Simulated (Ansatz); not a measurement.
Cost and result for the atomization energy of C$_{3}$H$_{9}$N, SMILES `CCCN` (13 atoms, 12 bonds).

Cartesian coordinates in Å:
```
C -0.739 1.006 -0.791
C 0.482 0.108 -0.703
C 0.331 -1.033 0.300
N 0.149 -0.657 1.691
H -0.602 1.797 -1.531
H -1.627 0.434 -1.078
H -0.952 1.492 0.165
H 1.362 0.704 -0.433
H 0.695 -0.321 -1.689
H -0.522 -1.657 0.010
H 1.212 -1.680 0.242
H 0.913 -0.070 2.005
H -0.702 -0.123 1.813
```

Charge 0, multiplicity 1. The structure was optimised at the PBE0-D4/def2-TZVP level. It is one conformer, not always the lowest. Program: Ansatz. All runs use 4 threads of a server CPU on a shared host. Times are those of one run each, without the atoms' runs, and a repeat can differ threefold. Electronic energies, without spin–orbit coupling; frozen cores. CCSD(T)/CBS adds CCSD(T) − MP2 in def2-TZVPP to the MP2 limit, and its time is that of the two runs behind it. T1 = 0.009. B3LYP takes the VWN-RPA correlation (the form of Gaussian; ORCA's B3LYP/G).

CCSD(T)/CBS is a level of theory with its own doubt, some kJ/mol a heavy atom from the limit and from the frozen cores, so smaller differences don't rank the functionals.

```
                             level  functions  wall time
   PBE-D4/def2-TZVPP (with forces)        250      2.3 s
                PBE0-D4/def2-TZVPP        250        3 s
 B3LYP-D4/def2-TZVPP (with forces)        250      3.9 s
r2SCAN-D4/def2-TZVPP (with forces)        250        4 s
                 B2PLYP/def2-TZVPP        250      4.5 s
                ωB97X-V/def2-TZVPP        250      6.5 s
  ωB97M-V/def2-TZVPP (with forces)        250      8.5 s
                    MP2/def2-QZVPP        498       21 s
                CCSD(T)/def2-TZVPP        250      100 s
                 CCSD(T)/CBS(def2)          –    2.1 min
```

(1) What atomization energy does each give, and how far from CCSD(T)/CBS? (Best estimate.)

Results:

(1) The calculation gave: 
```tsv
level	atomization (kJ/mol)	difference from CCSD(T)/CBS	per bond
PBE-D4/def2-TZVPP (with forces)	4994.4	88.1	7.3
PBE0-D4/def2-TZVPP	4929.1	22.8	1.9
B3LYP-D4/def2-TZVPP (with forces)	4921.7	15.4	1.3
r2SCAN-D4/def2-TZVPP (with forces)	4899.9	-6.4	-0.5
B2PLYP/def2-TZVPP	4864.7	-41.6	-3.5
ωB97X-V/def2-TZVPP	4916.4	10.1	0.8
ωB97M-V/def2-TZVPP (with forces)	4922.3	16.0	1.3
MP2/def2-QZVPP	4888.9	-17.4	-1.5
CCSD(T)/def2-TZVPP	4792.8	-113.5	-9.5
CCSD(T)/CBS(def2)	4906.3	0.0	0.0
```

In def2-TZVPP, CCSD(T) changes the Hartree–Fock value by +1175.0 kJ/mol (the triples alone add +56.4 kJ/mol) and MP2 by +1204.1 kJ/mol; breaking electron pairs costs correlation energy, which Hartree–Fock lacks. The D4 term adds +30.8 kJ/mol with B3LYP and +16.1 kJ/mol with PBE0; it sums over pairs of atoms, weighted by their polarisabilities, and B3LYP, whose exchange is more repulsive, gets the larger term. From PBE to PBE0 (25 % exact exchange), in def2-TZVPP and without D4, the atomization energy moves by −62.0 kJ/mol: exact exchange takes away binding that semilocal exchange gives to molecules.
